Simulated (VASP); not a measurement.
**GaP: Born charges and dielectric tensor with LDA**

**What was measured.**

From “Stacking defects in GaP nanowires: Electronic structure and optical properties”, 2018, arxiv:1810.01194, for a bulk crystal of GaP at 10 K: band gap 2.34 eV (indirect).

GaP:

```
Ga P
1.0
     0.00000    2.72525    2.72525
     2.72525    0.00000    2.72525
     2.72525    2.72525    0.00000
Ga P
1 1
Direct
  0.00000 0.00000 0.00000
  0.75000 0.75000 0.75000
```

| Item | Value |
| --- | --- |
| Program | VASP 6.6.1 |
| Task | Born charges and dielectric tensor |
| Functional | LDA |
| Potentials or basis | VASP PAW LDA potentials, release 64 (Ga_d, P) |
| Cutoff | 520 eV |
| k mesh | 8 × 8 × 8 |
| Occupations | fermi-dirac, width 0.05 eV |
| Spin | no spin polarisation |
| Further INCAR settings | ALGO = Fast; EDIFF = 1e-08; IBRION = 8 |

| Property | Result |
| --- | --- |
| Band gap on the k mesh | 1.49 eV, indirect (least direct gap 1.64 eV) |
| Electronic dielectric tensor (diagonal) | 11.91 |
| Born charges (mean of the diagonal) | Ga +2.18; P -2.18 e |
| Highest phonon frequency at Γ, LO-TO splitting left out | 350 cm⁻¹ |

Levels at points of the mesh, in eV from the valence-band top:
```csv
k point,band 5,band 6,band 7,band 8,band 9,band 10,band 11,band 12,band 13
"(0.00, 0.00, 0.00)",-14.61,-12.51,0.00,0.00,0.00,1.64,3.79,3.79,3.79
"(0.50, 0.00, 0.00)",-14.60,-10.43,-6.71,-1.13,-1.13,1.52,4.63,4.63,8.05
"(0.50, 0.50, 0.00)",-14.59,-9.51,-6.84,-2.71,-2.71,1.50,1.68,10.45,10.46
```

Phonon frequencies in cm⁻¹ (negative: imaginary):
```csv
q point,frequencies
"(0.000, 0.000, 0.000)",0 0 0 350 350 350
```

Electronic dielectric tensor:
```
11.91  0.00  0.00
 0.00 11.91  0.00
 0.00  0.00 11.91
```

Born effective charge tensors (e):
atom 1, Ga
```
2.18 0.00 0.00
0.00 2.18 0.00
0.00 0.00 2.18
```
atom 2, P
```
-2.18  0.00  0.00
 0.00 -2.18  0.00
 0.00  0.00 -2.18
```

Wall time 5.5 min on 1 thread of Intel(R) Xeon(R) Platinum 8488C (Sapphire Rapids), with other jobs on the host, peak memory 0.25 GiB.

A measured gap of GaP is 2.34 eV (indirect; 10 K; quoted in “Stacking defects in GaP nanowires: Electronic structure and optical properties”, 2018, arxiv:1810.01194); the calculated 1.49 eV misses it by -0.85 eV. Spin-orbit coupling on Ga is left out. The value is that of LDA on a finite k mesh, which can miss the band edges, without temperature or zero-point motion. Semilocal functionals fall short of measured gaps as a rule.
